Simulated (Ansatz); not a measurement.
**Nudged elastic band run: Zr₄Si₄HO₁₆**

input.yaml

```yaml
crystal:
  lattice:
    - [6.6, 0.0, 0.0]
    - [0.0, 6.6, 0.0]
    - [0.0, 0.0, 5.88]
  atoms:
    - { symbol: Zr, position: [-0.00036119, 0.00194457, -0.00040446] }
    - { symbol: Zr, position: [-0.00035988, 0.49828429, 0.25013178] }
    - { symbol: Si, position: [0.0023375, -0.00093287, 0.50009904] }
    - { symbol: Si, position: [0.50004678, -0.00065648, 0.24975035] }
    - { symbol: O, position: [-0.01206118, 0.18499748, 0.32143978] }
    - { symbol: O, position: [0.31414343, 0.03630676, 0.07056702], spin: 0.09 }
    - { symbol: O, position: [0.51605532, 0.31703743, 0.81687483] }
    - { symbol: O, position: [0.68532117, -0.00970481, 0.0691857] }
    - { symbol: O, position: [0.49671729, 0.81718313, 0.4364257] }
    - { symbol: O, position: [0.31414382, 0.46390291, 0.17916189], spin: 0.09 }
    - { symbol: O, position: [0.51604597, 0.1831822, 0.43285889] }
    - { symbol: O, position: [0.18791394, 0.00789646, 0.67986589] }
    - { symbol: Zr, position: [0.50326545, 0.49736032, 0.50047927] }
    - { symbol: Zr, position: [0.50326282, 0.00285814, 0.74925609] }
    - { symbol: Si, position: [0.5000493, 0.50087504, -1.704e-05] }
    - { symbol: Si, position: [0.00234136, 0.50116063, 0.74963059] }
    - { symbol: O, position: [0.49670872, 0.68303865, 0.81331494] }
    - { symbol: O, position: [0.81816747, 0.51112658, 0.5683349] }
    - { symbol: O, position: [0.01402087, 0.81474361, 0.3184297] }
    - { symbol: O, position: [0.18791557, 0.49233147, 0.56986069] }
    - { symbol: O, position: [-0.01205393, 0.31523189, 0.92829177] }
    - { symbol: O, position: [0.8181653, -0.0108955, 0.681398] }
    - { symbol: O, position: [0.01402516, 0.68548588, 0.93129707] }
    - { symbol: O, position: [0.68532143, 0.5099188, 0.18054915] }
    - { symbol: H, position: [0.35890139, 0.75010071, 0.12489436], spin: 0.49 }
magnetization:
  spin_polarized: true
basis:
  ecutwfc: 420.0
kpoints:
  mp_grid: { grid: [2, 2, 2] }
hamiltonian:
  xc: pbe
  dispersion: d3bj
  pseudopotentials: { kind: paw, azcp: { folder: soft_1 } }
scf:
  occupations: { method: gaussian, width: 0.02 }
  lower_state_search: "off"
neb:
  images: 7
  f_tol: 0.05
  initial_path: idpp
  max_iterations: 24
  final_atoms:
    - { symbol: Zr, position: [4.072e-05, 0.00181537, -0.00066134] }
    - { symbol: Zr, position: [2.756e-05, 0.49825818, 0.24984881] }
    - { symbol: Si, position: [-0.00270428, -0.00099935, 0.49985165] }
    - { symbol: Si, position: [0.4997012, -0.00080992, 0.24944827] }
    - { symbol: O, position: [0.01158978, 0.18495114, 0.32121844] }
    - { symbol: O, position: [0.31436153, -0.00965477, 0.06897298] }
    - { symbol: O, position: [0.48401936, 0.3169411, 0.81667145] }
    - { symbol: O, position: [0.68575595, 0.03581141, 0.07041907] }
    - { symbol: O, position: [0.50293859, 0.81711167, 0.4362327] }
    - { symbol: O, position: [0.31434781, 0.50971229, 0.18022275] }
    - { symbol: O, position: [0.48405502, 0.18312139, 0.43251097] }
    - { symbol: O, position: [0.1815667, -0.01089877, 0.6810179] }
    - { symbol: Zr, position: [0.49644574, 0.49724413, 0.50018225] }
    - { symbol: Zr, position: [0.49645994, 0.00281849, 0.7490106] }
    - { symbol: Si, position: [0.49967128, 0.50086115, -0.00026374] }
    - { symbol: Si, position: [-0.00271559, 0.50107712, 0.74933565] }
    - { symbol: O, position: [0.50295218, 0.68295145, 0.81297706] }
    - { symbol: O, position: [0.811792, 0.49242361, 0.56950057] }
    - { symbol: O, position: [-0.01444835, 0.81470646, 0.31811903] }
    - { symbol: O, position: [0.18155615, 0.51098455, 0.56817066] }
    - { symbol: O, position: [0.01157901, 0.31513099, 0.92797245] }
    - { symbol: O, position: [0.81180412, 0.00764103, 0.67968789] }
    - { symbol: O, position: [-0.01444898, 0.68537009, 0.93106865] }
    - { symbol: O, position: [0.68573504, 0.46430856, 0.1787622] }
    - { symbol: H, position: [0.63716999, 0.75005777, 0.12461712] }
  order_check: false
```

Command:

```bash
$ ansatz run input.yaml --threads 4 --pin off --max-ram 10240MiB --backend cpu --events-out ev --progress --plain --runs-dir out
```

Output, in part (warnings, iteration lines):

```
NEB end point (image 0): max|allowed force component| = 2.004e-2 eV/Å (the criterion of neb.relax_end_points is 1.000e-2)
NEB end point (image 8): max|allowed force component| = 7.323e-3 eV/Å (the criterion of neb.relax_end_points is 1.000e-2)
NEB iter   1: max|band force component| = 1.796e0 eV/Å  barrier→ = 0.2770 eV  barrier← = 0.2771 eV  Δτ_max = 0.0979 Å  (115 SCF iters)
NEB iter   2: max|band force component| = 9.755e-1 eV/Å  barrier→ = 0.1404 eV  barrier← = 0.1406 eV  Δτ_max = 0.0901 Å  (49 SCF iters)
NEB iter   3: max|band force component| = 2.986e-1 eV/Å  barrier→ = 0.1036 eV  barrier← = 0.1038 eV  CI = image 4  Δτ_max = 0.0163 Å  (52 SCF iters)
NEB iter   4: max|band force component| = 1.974e-1 eV/Å  barrier→ = 0.0965 eV  barrier← = 0.0967 eV  CI = image 4  Δτ_max = 0.0094 Å  (45 SCF iters)
NEB iter   5: max|band force component| = 8.203e-2 eV/Å  barrier→ = 0.0939 eV  barrier← = 0.0941 eV  CI = image 4  Δτ_max = 0.0115 Å  (45 SCF iters)
NEB iter   6: max|band force component| = 3.703e-2 eV/Å  barrier→ = 0.0936 eV  barrier← = 0.0938 eV  CI = image 4  Δτ_max = 0.0000 Å  (39 SCF iters)
```

The run converged. The order of the point at the top wasn't checked. Limits of this set-up: coarse k mesh, a small cell, in which the defect meets its images, a typed lattice constant that wasn't relaxed here.

Final band:

```json
{"image": "0", "path coordinate (Å)": "0.00", "energy (eV)": "0.000"}
{"image": "1", "path coordinate (Å)": "0.25", "energy (eV)": "0.016"}
{"image": "2", "path coordinate (Å)": "0.51", "energy (eV)": "0.045"}
{"image": "3", "path coordinate (Å)": "0.76", "energy (eV)": "0.078"}
{"image": "4", "path coordinate (Å)": "1.02", "energy (eV)": "0.094"}
{"image": "5", "path coordinate (Å)": "1.26", "energy (eV)": "0.078"}
{"image": "6", "path coordinate (Å)": "1.51", "energy (eV)": "0.046"}
{"image": "7", "path coordinate (Å)": "1.76", "energy (eV)": "0.017"}
{"image": "8", "path coordinate (Å)": "2.00", "energy (eV)": "0.000"}
```

The run took 7.9 min on 4 threads of Intel(R) Xeon(R) Platinum 8259CL CPU @ 2.50GHz (Skylake/Cascade Lake) (shared host), peak memory 2.9 GiB.
